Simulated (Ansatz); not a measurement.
AlCu3 under changes of volume

One of the cells (12.044 Å³/atom); the others are scaled copies at fixed shape and fractional positions:

```
CELL_PARAMETERS angstrom
0.00000 2.88801 2.88801
2.88801 0.00000 2.88801
2.88801 2.88801 0.00000
ATOMIC_POSITIONS crystal
Cu 0.75000 0.75000 0.75000
Cu 0.25000 0.25000 0.25000
Cu 0.50000 0.50000 0.50000
Al 0.00000 0.00000 0.00000
```

The cell comes from a database or a generator and needn't be the stable form of this composition.

| Quantity | Value |
| --- | --- |
| Program | Ansatz 0.2.0 |
| Functional | r2SCAN |
| Potentials or basis | Ansatz PAW |
| Cutoff | 500 eV (not typed: the program's choice for these potentials) |
| k mesh | 8 × 8 × 8 |
| Occupations | fermi-dirac, width 0.05 eV |
| Spin | no spin polarisation |

| volume (Å³/atom) | energy over the lowest point (meV/atom) | pressure (GPa) |
| --- | --- | --- |
| 11.321 | 25.02 | 11.3 |
| 11.562 | 11.09 | 7.3 |
| 11.803 | 2.96 | 3.6 |
| 12.044 | 0.00 | 0.4 |
| 12.285 | 1.66 | -2.5 |
| 12.526 | 7.42 | -5.1 |
| 12.767 | ? | ? |

Task: What does the run at 12.767 Å³/atom give?

Result: Energy over the lowest point 16.87 meV/atom; pressure -7.4 GPa.

Worked out: A Birch-Murnaghan fit of order 3 (a polynomial in V^(-2/3)) to the other rows has its minimum at 12.07 Å³/atom with B0 = V·E''(V) = 151 GPa and B' = 4.7. It gives 16.85 meV/atom at 12.767 Å³/atom, against the run's 16.87, and -dE/dV = -7.4 GPa, against -7.4.

Energies are extrapolated to zero smearing.

Caveats: the PAW data sets come from PBE, with cores solved anew for the run's functional, which leaves a small shift of forces and pressure.
